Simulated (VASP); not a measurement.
Here is a VASP 6.6.1 calculation.

The input INCAR:

```
SYSTEM = Na8F7
PREC = Accurate
ENCUT = 520
EDIFF = 1E-6
ISMEAR = 0
SIGMA = 0.1
LREAL = Auto
LASPH = .TRUE.
NELM = 100
ALGO = Fast
ISIF = 2
LWAVE = .FALSE.
LCHARG = .TRUE.
GGA = PE
LELF = .TRUE.
LVHAR = .TRUE.
NBANDS = 66
```

The input KPOINTS:

```
regular mesh
0
G
  3 3 3
  0 0 0
```

File POSCAR:

```
Na8F7
1.0
    0.0000000000      4.6863547200      4.6863547200
    4.6863547200      0.0000000000      4.6863547200
    4.6863547200      4.6863547200      0.0000000000
F Na
7 8
Direct
    0.2567644943      0.2552460433      0.2279642844
    0.2567604400      0.2552415623      0.7586631214
    0.2642076996      0.7356901485      0.2493639662
    0.0007260441      0.9992031717      0.7493531134
    0.7372026247      0.2626723911      0.2493778363
    0.7446495642      0.7431232180      0.2707663154
    0.7446550055      0.7431265254      0.7400821549
    0.0006786725     -0.0008410588      0.0526868995
    0.0007243370     -0.0008039298      0.4460627983
   -0.0020298293      0.5325912461     -0.0159683815
    0.0034405206      0.4657593440      0.5147204265
    0.5341115109     -0.0035558555     -0.0159672079
    0.4672831296      0.0019158814      0.5147217068
    0.5007094299      0.4991835104      0.0117093142
    0.5007024948      0.4991757218      0.4870375028
```

Potentials or basis: VASP PAW PBE potentials, release 64 (F, Na_pv).

The run is started by

```sh
$ cat potpaw_PBE.64/F/POTCAR potpaw_PBE.64/Na_pv/POTCAR > POTCAR
$ mpirun -np 1 vasp_std > vasp.out
```

What does it give for the pressure?

4.0 GPa.

Estimate the largest force.

0.031 eV/Å.

Forces in eV/Å, atoms in the order of the input:
```
F   -0.004  0.000 -0.005
F    0.001  0.001 -0.007
F   -0.004  0.005  0.000
F    0.002  0.000  0.000
F    0.007 -0.007  0.000
F    0.001  0.001  0.007
F   -0.003  0.000  0.005
Na   0.022  0.022  0.000
Na  -0.021 -0.022  0.000
Na  -0.001  0.001  0.003
Na   0.001 -0.001 -0.003
Na   0.001 -0.001  0.003
Na  -0.001  0.001 -0.003
Na  -0.006 -0.007  0.000
Na   0.007  0.006  0.000
```

Caveat: the k mesh is coarse (spacing up to 0.39 Å⁻¹), so the values aren't converged; an odd number of electrons without spin polarisation forces a metal; a magnetic or distorted state may lie lower.
